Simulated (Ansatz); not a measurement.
# MnO: the cost of one run

Program: Ansatz 0.2.0. Level of theory: DFT PBE, scalar-relativistic, plane waves, PAW. These are calculated values, not measurements.

**1. The starting structure**

The structure is hexagonal, space group P6_3mc (No. 186). Conventional cell: a = 3.398 Å, b = 3.398 Å, c = 5.302 Å, α = 90.00°, β = 90.00°, γ = 120.00°. Mn (site symmetry 3m) has 4 O at 2.05 to 2.07 Å as nearest neighbours. O (site symmetry 3m) has 4 Mn at 2.05 to 2.07 Å as nearest neighbours.

As a file:

```cif
data_structure
_symmetry_space_group_name_H-M 'P6_3mc'
_symmetry_Int_Tables_number 186
_cell_length_a 3.3980
_cell_length_b 3.3980
_cell_length_c 5.3024
_cell_angle_alpha 90.000
_cell_angle_beta 90.000
_cell_angle_gamma 120.000
_cell_volume 53.02
loop_
_atom_site_label
_atom_site_type_symbol
_atom_site_symmetry_multiplicity
_atom_site_Wyckoff_symbol
_atom_site_fract_x
_atom_site_fract_y
_atom_site_fract_z
_atom_site_occupancy
Mn1 Mn 2 b 0.33333 0.66667 0.99791 1
O1 O 2 b 0.33333 0.66667 0.38852 1
```

Origin of the cell: volume kept, shape and atoms relaxed. An earlier run on this cell at PBE gave 5.20 GPa at 13.255 Å³/atom (12×12×6 mesh), no gap, moments in the atoms' spheres Mn 3.94; O 0.23 μB. The cell is compressed at this level.

**2. Exchange couplings, spin waves and anisotropy by the force theorem**

input.yaml

```yaml
crystal:
  lattice:
    - [3.3980152691, 0.0, 0.0]
    - [-1.6990076346, 2.9427675455, 0.0]
    - [0.0, 0.0, 5.3024085056]
  atoms:
    - { symbol: Mn, position: [0.3333333333, 0.6666666667, -0.0020889673], spin: 4.33 }
    - { symbol: Mn, position: [0.6666666667, 0.3333333333, 0.4979110327], spin: 4.33 }
    - { symbol: O, position: [0.3333333333, 0.6666666667, 0.3885189673] }
    - { symbol: O, position: [0.6666666667, 0.3333333333, 0.8885189673] }
basis:
  ecutwfc: 420
  ecutrho_ratio: 4
kpoints:
  mp_grid: { grid: [10, 10, 6] }
  band_path:
    path:
      - [[0.0, 0.0, 0.0], [0.5, 0.0, 0.0], [0.33333333, 0.33333333, 0.0], [0.0, 0.0, 0.0], [0.0, 0.0, 0.5], [0.5, 0.0, 0.5], [0.33333333, 0.33333333, 0.5], [0.0, 0.0, 0.5]]
      - [[0.5, 0.0, 0.5], [0.5, 0.0, 0.0]]
      - [[0.33333333, 0.33333333, 0.5], [0.33333333, 0.33333333, 0.0]]
    npoints: 6
hamiltonian:
  xc: pbe
scf:
  occupations: { method: gaussian, width: 0.05 }
  lower_state_search: "off"
output:
  forces: true
  stress: true
  eigenvalues: true
  populations: true
  eigenstates:
    nscf_kmesh: { grid: [10, 10, 6] }
    top_band: c46
    exchange_couplings: { magnetic: [{ site: 0 }, { site: 1 }], antisymmetric: true }
    magnetocrystalline_anisotropy: {}
magnetization:
  spin_polarized: true
checkpoint:
  read: start.run
  write: ck
  compress: false
  write_wavefunctions: false
  write_every: 100000
```

The run starts from a saved state of the same cell, the folder start.run.

Started as:

```sh
> ansatz run input.yaml --threads 4 --pin off --max-ram 9216MiB --backend cpu --events-out ev --progress --plain --runs-dir out
```

What time and memory should one allow on 4 threads of Intel Xeon Platinum 8259CL at 2.50GHz (Skylake/Cascade Lake), shared host?

About 7.2 min, with a peak of 2.5 GiB.
